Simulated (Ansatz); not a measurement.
How far is PAW off for V?

```
CELL_PARAMETERS angstrom
0.00000 1.93408 1.81920
1.93408 0.00000 1.81920
1.93408 1.93408 0.00000
ATOMIC_POSITIONS crystal
V 0.00000 0.00000 0.00000
```

The conventional cell has a = 2.735 Å, b = 2.735 Å, c = 3.638 Å, α = 90.00°, β = 90.00°, γ = 90.00°. V (atom 1) has 12 V at 2.66 to 2.74 Å as nearest neighbours.

The cell is COD entry 1534881, as deposited and not checked against the literature; nothing was relaxed. The listed cell was then made from it by scaling, straining or moving an atom.

Levels of theory: DFT, PBE, PAW with Ansatz's default frozen-core files, scalar-relativistic (Ansatz 0.2.0); DFT, PBE, all-electron PAW with datasets made for the crystal, scalar-relativistic (Ansatz 0.2.0); DFT, PBE, all-electron LAPW, scalar-relativistic (Ansatz 0.2.0).

For PAW: a Γ-centred 15×15×15 k mesh, Fermi–Dirac smearing of 0.08 eV, cutoff 420 eV, spin-polarised from start moments V 1.5 μB (the moments died away, and the run ended non-magnetic). The crystal-made all-electron datasets (AE datasets) take a cutoff of 280 eV at this cell. LAPW targets a basis error of 1 meV/atom. The Ansatz runs share mesh, smearing and spin set-up. Plane-wave (PAW) pressures include the program's estimate of the Pulay term.

Stress and pressure are positive in compression.

The change that made this cell: z strained by -4 % at fixed volume.

In a metal, gradients converge slowly with the k mesh: the values move by tens of per cent from one mesh to another, at times in sign, so only the comparison on one mesh counts.

```
                           quantity    PAW  AE datasets   LAPW
                     pressure (GPa)   3.26         3.23   3.23
                    stress xx (GPa)   8.25         8.23   8.22
                    stress zz (GPa)  -6.72        -6.75  -6.75
field gradient Vzz at V (10²¹ V/m²)   1.33         1.32      –
```

PAW's pressure differs from the LAPW value by +0.03 GPa. Datasets made for the crystal and LAPW share parts of one code, so their agreement isn't an independent check.
